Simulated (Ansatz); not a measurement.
## WS2 (P-6m2), a vibration from a frozen displacement

These are results of Ansatz 0.2.0, DFT PBEsol, scalar-relativistic, plane waves, PAW, not measurements. Settings: plane waves to 420 eV, k-mesh 12×12×2 (Γ-centred), Gaussian smearing 0.05 eV. Spin–orbit coupling is left out, which matters for the heavy elements here. No spin polarisation. Energies are free energies at this smearing, counted from the undisturbed cell; pressure is positive in compression.

The starting cell (relaxed at this level; this form isn't the usual structure):

```
CELL_PARAMETERS angstrom
3.14578 0.00000 0.00000
-1.57289 2.72432 0.00000
0.00000 0.00000 16.95342
ATOMIC_POSITIONS crystal
W 0.33333 0.66667 0.00000
S 0.66667 0.33333 0.90758
S 0.66667 0.33333 0.09242
```

The cell holds layers and no dispersion correction was added, so their binding is poorly described.

Atom 1 (W) is moved by x along the Cartesian unit vector (0.707, -0.707, 0.000); the cell and all other atoms stay fixed. The cell's volume is 145.29 Å³; the moved atoms weigh 183.840 u together and the others 64.120 u.

```
  x (Å)  ΔE (meV/cell) total force on the moved atoms along the move (eV/Å) pressure (GPa)
-0.3000         922.49                                                5.7701          2.1289
-0.2400         603.77                                                4.8278          1.4014
-0.1800         345.87                                                3.7488          0.8075
-0.0600          39.44                                                1.3082          0.0888
 0.0000           0.00                                                0.0000         -0.0061
 0.1200         160.42                                               -2.6780          0.3956
 0.1800         361.07                                               -4.0066          0.9123
 0.2400         640.55                                               -5.3021          1.6506
 0.3000         996.26                                               -6.5442          2.6166
```

Problem. What frequency belongs to this motion?

Solution. The force constant is k = −dF/dx = 21.975 eV/Å², from the parabola through x = -0.0600, 0 and 0.1200. In every cell the moved atoms swing against the rest, so the mass is μ = m₁m₂/(m₁ + m₂) = 47.539 u, and ν̃ = 521.5 cm⁻¹ × √(|k|/μ) = 355 cm⁻¹. To first order in x, and within 1 %, the force on every atom lies along the move and, within each of the two groups, in proportion to the atom's mass, so this is itself a mode at the zone centre of this cell, taken without macroscopic field (the transverse frequency in a polar insulator).

Problem. How far does the harmonic law reach?

Solution. At x = -0.300 Å, kx²/2 = 988.85 meV against the computed 922.49 meV (-6.7 %): the well is still close to harmonic there.

The motion is the in-plane stretch of tungsten against sulfur, the doubly degenerate E′ mode of a trigonal-prismatic layer. Its 355 cm⁻¹ reflects stiff, partly covalent W 5d–S 3p bonds, and the harmonic frequency is the same for every in-plane direction.

The well is not symmetric: at equal amplitude the energy is higher for positive x, 996.26 against 922.49 meV at the ends. The prism has no inversion centre, so a cubic term is allowed. Positive x drives tungsten mainly towards one sulfur pair, whose bonds shorten and repel steeply, whereas negative x takes it towards the gap between the other two pairs. On the positive side this hardening largely offsets a softening of even order, so the close match to the parabola there is partly a cancellation.

The pressure rises for large displacements of either sign, which suggests that the mode would soften as the lattice expands. A cut along one direction doesn't give the anharmonic frequency shift, which also depends on coupling to the degenerate partner and other phonons.
